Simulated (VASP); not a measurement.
Input of a VASP 6.6.1 run:

Contents of INCAR:

```
PREC = Accurate ; ENCUT = 600
EDIFF = 1E-6 ; ISMEAR = 0
SIGMA = 0.03 ; LREAL = False
LASPH = True ; NELM = 80
ALGO = Normal ; ISIF = 3
LWAVE = False ; LCHARG = False
GGA = PE ; IVDW = 12
IBRION = 2 ; NSW = 90
EDIFFG = -0.01
```

Contents of KPOINTS:

```
regular mesh
0
Gamma
  9 9 4
```

The input POSCAR:

```
AgI
1.0
    4.5900000000      0.0000000000      0.0000000000
   -2.2950000000      3.9750566034      0.0000000000
    0.0000000000      0.0000000000      7.5200000000
Ag I
2 2
Direct
    0.6666666667      0.3333333333      0.6300000000
    0.3333333333      0.6666666667      0.1300000000
    0.6666666667      0.3333333333      0.0000000000
    0.3333333333      0.6666666667      0.5000000000
```

Potentials or basis: VASP PAW PBE potentials, release 64 (Ag, I).

Run with:

```sh
$ cat potpaw_PBE.64/Ag/POTCAR potpaw_PBE.64/I/POTCAR > POTCAR
$ mpirun -np 1 vasp_std > vasp.out
```

(1) What does it give for the relaxed cell?

(2) Predict the relaxed volume.

Answers

(1) a = 4.575 Å, b = 4.575 Å, c = 7.558 Å, α = 90.00°, β = 90.00°, γ = 120.00°.

(2) 34.26 Å³/atom.
